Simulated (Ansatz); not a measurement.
C: the gap against volume

C, P6_3/mmc, a = 2.512 Å, c = 4.180 Å. Ansatz: PBE, PAW, 420 eV, Γ-centred 12×12×6 mesh on 4 atoms, Gaussian smearing 0.02 eV; no spin polarisation. Shape and atoms are relaxed at each volume; x = ln(V/V0) with V0 = 5.709 Å³/atom. The gap is read at the mesh points alone.

| x | gap y (eV) |
| --- | --- |
| -0.0619 | 3.096 |
| -0.0305 | 3.233 |
| 0.0000 | 3.354 |
| 0.0296 | 3.475 |
| 0.0583 | ? |

Question: Fit a straight line to the other rows, give the volume deformation potential of the gap and its pressure coefficient, and predict the missing gap. B0 = 433.0 GPa.

Answer: Means x = -0.01570, y = 3.2895; Σ(Δx)² = 0.004652, ΣΔxΔy = 0.01919; the slope is their ratio. y = 3.3543 + 4.1254 x. The slope is the deformation potential a = dE_g/d ln V = 4.13 eV, and dE_g/dP = −a/B0 = -9.53 meV/GPa. At x = 0.0583 the fit asked for gives 3.595 eV. The run gave 3.578 eV, so the fit is 0.017 eV too high, 3.5 % of the span of the series, against an rms of 0.003 eV on the fitted rows. The row lies outside the fitted range. With a term in x² added, a fit to the same known rows predicts 3.584 eV, so most of the miss is curvature that the known rows already hold.

Semilocal functionals give gaps under the measured ones; changes of the gap mostly carry over better.